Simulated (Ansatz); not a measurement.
# A strain series on CaSe (rocksalt): uniaxial along x, other directions held

CaSe built on the rocksalt prototype, relaxed with r2SCAN in Ansatz 0.2.0, then strained (uniaxial along x, other directions held; changes of length per length, axes as in the cell below) with the atoms relaxed again within the symmetry that is left. The symmetry is Fm-3m (No. 225, cubic); conventional cell a = 5.935 Å, 26.13 Å³ an atom. Around Ca lie 6 Se at 2.97 Å; around Se lie 6 Ca at 2.97 Å. The values are computed, spin-unpolarised, and not measurements.

```
Ca Se
1.0
     0.00000    2.96754    2.96754
     2.96754    0.00000    2.96754
     2.96754    2.96754    0.00000
Ca Se
1 1
Direct
  0.00000 0.00000 0.00000
  0.50000 0.50000 0.50000
```

Gaps are the least over each mesh (PBE 8×8×8, r2SCAN 8×8×8, HSE06 6×6×6 when unstrained) and the special points, which keep their unstrained names; stress is the change from the unstrained cell, compression positive.

```
strain (%)  gap, PBE (eV)  gap, r2SCAN (eV)  gap, HSE06 (eV)  edges, HSE06  stress along the strain, r2SCAN (GPa)  energy rise, r2SCAN (meV/atom)
      -2.0          1.995             2.452            2.936         Γ → X                                  +2.63                             4.1
       0.0          2.057             2.518            2.999         Γ → X                                   0.00                             0.0
     +1.92          2.096             2.556            3.039         Γ → X                                  -1.98                             3.3
     +3.27          2.124             2.583            3.066         Γ → X                                  -3.10                             8.9
      +5.8          2.177             2.635            3.113         Γ → X                                  -4.70                            25.3
```

**Question.** Estimate the row for a strain of -1.34 %.

**Answer.**
```
strain (%)  gap, PBE (eV)  gap, r2SCAN (eV)  gap, HSE06 (eV)  edges, HSE06  stress along the strain, r2SCAN (GPa)  energy rise, r2SCAN (meV/atom)
     -1.34          2.016             2.475            2.958         Γ → X                                  +1.69                             1.8
```

Between zero and the nearest strains the slope of the HSE06 gap against strain is +0.031 eV per percent for negative and +0.021 for positive strain.

Spin-orbit coupling is left out.

The meshes of the hybrids are coarse, so their gaps aren't converged to the digits shown.
